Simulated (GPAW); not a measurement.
The system is InPd.

```
In Pd
1.0
     0.00000    2.74607    2.74607
     2.74607    0.00000    2.74607
     2.74607    2.74607    0.00000
In Pd
1 1
Direct
  0.00000 0.00000 0.00000
  0.50000 0.50000 0.50000
```

The cell was built by a generator and needn't be a form met in nature.

Base run:

- Program: GPAW 26.7.0
- Functional: TPSS
- Potentials or basis: GPAW PAW data sets (gpaw-data 1.2.1)
- Cutoff: 600 eV
- Basis: pw
- k mesh: 8 × 8 × 8
- Occupations: fermi-dirac, width 0.05 eV
- Spin: no spin polarisation

Its results: band gap on the k mesh none (metal or under the smearing width); pressure -3.6 GPa.

Q: The run is repeated on the same cell with these changes: functional from TPSS to PW91; potentials or basis from GPAW PAW data sets (gpaw-data 1.2.1) to PAW data sets generated in the run's folder for this functional. What comes out?

A: Band gap on the k mesh none (metal or under the smearing width); pressure -0.4 GPa.

Caveats: the PAW data sets were made with another functional, which shifts forces and pressure a little (some runs).

Not every run made on this cell is shown here.
